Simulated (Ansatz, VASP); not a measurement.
# CdSe: VASP beside Ansatz

File INCAR:

```
SYSTEM = CdSe
PREC = Accurate
ENCUT = 520
EDIFF = 1E-6
ISMEAR = 0
SIGMA = 0.01
LREAL = .False.
LASPH = .True.
NELM = 100
ALGO = Normal
ISIF = 2
LWAVE = .False.
LCHARG = .False.
GGA = PS
NBANDS = 16
```

File KPOINTS:

```
Automatic mesh
0
Gamma
  10 10 10
  0 0 0
```

Contents of POSCAR:

```
CdSe
1.0
    0.0000000000      3.0204102932      3.0204102932
    3.0204102932      0.0000000000      3.0204102932
    3.0204102932      3.0204102932      0.0000000000
Cd Se
1 1
Direct
    0.0000000000      0.0000000000      0.0000000000
    0.7500000000      0.7500000000      0.7500000000
```

Input for Ansatz:

```yaml
crystal:
  lattice:
    - [0.0, 3.0204102932, 3.0204102932]
    - [3.0204102932, 0.0, 3.0204102932]
    - [3.0204102932, 3.0204102932, 0.0]
  atoms:
    - { symbol: Cd, position: [0.0, 0.0, 0.0] }
    - { symbol: Se, position: [0.75, 0.75, 0.75] }
basis:
  ecutwfc: 420
kpoints:
  mp_grid: { grid: [10, 10, 10] }
hamiltonian:
  xc: pbesol
  pseudopotentials: { kind: paw }
scf:
  occupations: { method: fixed }
output:
  forces: true
  stress: true
  eigenvalues: true
  write_density: true
  write_potential: true
  elf: true
  volumetric_format: npy
```

Alike in both runs: task single point; functional PBEsol; k mesh 10 × 10 × 10; no spin polarisation.

|  | VASP | Ansatz |
| --- | --- | --- |
| version | VASP 6.6.1 | Ansatz 0.2.0 |
| potentials or method | VASP PAW PBE potentials, release 64 (Cd, Se) | scalar-relativistic, plane waves, PAW |
| plane-wave cutoff (eV) | 520 | 420 |
| occupations | gaussian, width 0.01 eV | fixed |
| valence electrons in the cell | 18 | 36 |

|  | VASP | Ansatz | Ansatz less VASP |
| --- | --- | --- | --- |
| gap on the k mesh at the Fermi level (eV) | 0.52 | 0.52 | -0.003 |
| least direct gap on the mesh (eV) | 0.52 | 0.52 | -0.003 |
| pressure (GPa) | 1.5 | 1.1 | -0.37 |

The two sets of potentials don't hold the same shells in valence.

Caveats: the PAW data sets were made with another functional, which shifts forces and pressure a little (VASP). PBEsol gaps usually lie below the measured ones, often by a third to a half.
